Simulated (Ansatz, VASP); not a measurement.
One calculation of BN, two programs

File INCAR:

```
SYSTEM = BN
  PREC = Accurate
  ENCUT = 600
  EDIFF = 1E-6
  ISMEAR = -1
  SIGMA = 0.05
  LREAL = .False.
  LASPH = .True.
  NELM = 80
  ALGO = Normal
  ISIF = 3
  LWAVE = .False.
  LCHARG = .False.
  GGA = RE
  IBRION = 2
  NSW = 60
  EDIFFG = -0.01
```

File KPOINTS:

```
regular mesh
0
Gamma
  13 13 13
  0 0 0
```

Contents of POSCAR:

```
BN
1.0
    0.0000000000      1.8130010000      1.8130010000
    1.8130010000      0.0000000000      1.8130010000
    1.8130010000      1.8130010000      0.0000000000
N B
1 1
Direct
    0.2500000000      0.2500000000      0.2500000000
    0.0000000000      0.0000000000      0.0000000000
```

input.yaml

```yaml
crystal:
  lattice:
    - [0.0, 1.813001, 1.813001]
    - [1.813001, 0.0, 1.813001]
    - [1.813001, 1.813001, 0.0]
  atoms:
    - { symbol: "N", position: [0.25, 0.25, 0.25] }
    - { symbol: B, position: [0.0, 0.0, 0.0] }
hamiltonian:
  xc: revpbe
  pseudopotentials: { kind: paw }
kpoints:
  mp_grid: { grid: [13, 13, 13] }
scf:
  occupations: { method: fermi_dirac, width: 0.05 }
output:
  forces: true
  stress: true
  eigenvalues: true
  write_density: true
  write_potential: true
  elf: true
  volumetric_format: npy
relax:
  f_tol: 0.01
  max_steps: 40
  cell: { stress_tol: 0.05 }
```

The cell is a database's computed one.

Alike in both runs: task relaxation of cell and atoms; functional revPBE; k mesh 13 × 13 × 13; occupations fermi-dirac, width 0.05 eV; no spin polarisation.

|  | VASP | Ansatz |
| --- | --- | --- |
| version | VASP 6.6.1 | Ansatz 0.2.0 |
| potentials or method | VASP PAW PBE potentials, release 64 (N, B) | Ansatz PAW |
| plane-wave cutoff (eV) | 600 | 420 |
| valence electrons in the cell | 8 | 8 |

|  | VASP | Ansatz | Ansatz less VASP |
| --- | --- | --- | --- |
| gap on the k mesh at the Fermi level, each at its own relaxed structure (eV) | 4.53 | 4.54 | +0.014 |
| relaxed volume (Å³/atom) | 6.02 | 6.02 | 0.000 |
| relaxed cell length with the largest relative difference (Å) | 2.573 | 2.573 | 0.0000 |

Caveats: the PAW data sets were made with another functional, which shifts forces and pressure a little (VASP); an odd mesh through Γ misses points on the zone boundary, where band edges often lie (VASP); odd divisions of the mesh miss points on the zone boundary, where band edges often lie, so the gap on the mesh can be too wide (Ansatz); the plane-wave basis is chosen anew once the cell has moved, so the energies of steps on either side of that aren't comparable (Ansatz); the pressure holds a Pulay correction of +1.0 GPa for the finite cutoff (Ansatz); the PAW data sets come from PBE, with cores solved anew for the run's functional, which leaves a small shift of forces and pressure (Ansatz).
